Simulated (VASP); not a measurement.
Runs of VASP 6.6.1 on HfO2. It takes space group P4_2/mnm (No. 136, tetragonal). Conventional cell: a = 4.814 Å, b = 4.814 Å, c = 3.205 Å, α = 90.00°, β = 90.00°, γ = 90.00°. Around Hf (site symmetry mmm) lie 6 O at 2.08 Å. Around O (site symmetry m2m) lie 3 Hf at 2.08 Å. Measurements of this composition are mostly on another form, of space group No. 14.

```csv
level,potentials or basis,gap on the mesh (eV),pressure (GPa),largest force (eV/Å)
TPSS,"VASP PAW PBE potentials, release 64 (Hf_pv, O)",4.10,4.3,0.02
revTPSS,"VASP PAW PBE potentials, release 64 (Hf_pv, O)",4.07,3.0,0.02
MS2,"VASP PAW PBE potentials, release 64 (Hf_pv, O)",4.15,(b),(a)
LDA,"VASP PAW LDA potentials, release 64 (Hf_pv, O)",3.77,-,-
```

Alike in all rows: task band structure; no spin polarisation; cell as given; k mesh 6 × 6 × 8; cutoff (eV) 520; smearing fermi-dirac 0.05 eV.

Task: Fill in the values left out.

Result: (a) 0.03; (b) -0.7.

Caveats: spin-orbit coupling is left out, which moves the levels of the heavy elements; the PAW data sets were made with another functional, which shifts forces and pressure a little (some runs).

A k mesh can miss the band edges, and the runs leave out spin-orbit coupling on Hf.

Runs at the PBE level aren't shown here.
